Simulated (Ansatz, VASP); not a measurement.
**One calculation of PbSe (Clausthalite), two programs**

File INCAR:

```
SYSTEM = PbSe
  PREC = Accurate
  ENCUT = 520
  EDIFF = 1E-6
  ISMEAR = -1
  SIGMA = 0.05
  LREAL = .FALSE.
  LASPH = .TRUE.
  NELM = 80
  ALGO = Normal
  ISIF = 2
  LWAVE = .FALSE.
  LCHARG = .TRUE.
  GGA = PE
  LELF = .TRUE.
  LVHAR = .TRUE.
  NBANDS = 17
```

File KPOINTS:

```
regular mesh
0
G
  8 8 8
  0 0 0
```

The input POSCAR:

```
PbSe
1.0
    0.0000000000      3.0917233855      2.9994370000
    3.0917233855      0.0000000000      2.9994370000
    3.0917233855      3.0917233855      0.0000000000
Pb Se
1 1
Direct
    0.0000000000      0.0000000000      0.0000000000
    0.5000000000      0.5000000000      0.5000000000
```

input.yaml

```yaml
crystal:
  lattice:
    - [0.0, 3.0917233855, 2.999437]
    - [3.0917233855, 0.0, 2.999437]
    - [3.0917233855, 3.0917233855, 0.0]
  atoms:
    - { symbol: Pb, position: [0.0, 0.0, 0.0] }
    - { symbol: Se, position: [0.5, 0.5, 0.5] }
kpoints:
  mp_grid: { grid: [8, 8, 8] }
  band_path:
    path:
      - [0.0, 0.0, 0.0]
      - [0.0, 0.5, 0.5]
      - [0.2656206173, 0.5, 0.7656206173]
      - [0.3828103086, 0.3828103086, 0.7656206173]
      - [0.0, 0.0, 0.0]
      - [-0.5, -0.5, 0.0]
      - [-0.3828103086, -0.3828103086, 0.2343793827]
      - [0.0, 0.0, 0.5]
    npoints: 10
scf:
  occupations: { method: fermi_dirac, width: 0.05 }
hamiltonian:
  xc: pbe
  pseudopotentials: { kind: all_electron, lapw: { basis_error: 0.001 } }
output:
  forces: true
  stress: true
  eigenvalues: true
```

Change from the starting cell: strain_z_fixed_volume = -0.02.

Alike in both runs: functional PBE; k mesh 8 × 8 × 8; occupations fermi-dirac, width 0.05 eV; no spin polarisation.

|  | VASP | Ansatz |
| --- | --- | --- |
| version | VASP 6.6.1 | Ansatz 0.2.0 |
| potentials or method | VASP PAW PBE potentials, release 64 (Pb_d, Se) | all-electron LAPW, scalar-relativistic |
| plane-wave cutoff (eV) | 520 | see its input |
| task | single point | band structure |

```tsv
	VASP	Ansatz	Ansatz less VASP
gap on the k mesh at the Fermi level (eV)	0.26	0.26	-0.006
least direct gap on the mesh (eV)	0.26	0.26	-0.006
pressure (GPa)	2.5	2.6	+0.03
largest component of the traceless stress (GPa)	2.75	2.74	-0.008
```

Ansatz ran all-electron here, so the differences hold the error of VASP's frozen core and of both bases.

Caveats: spin-orbit coupling is left out, which as a rule narrows the gap of such compounds by several tenths of an eV.
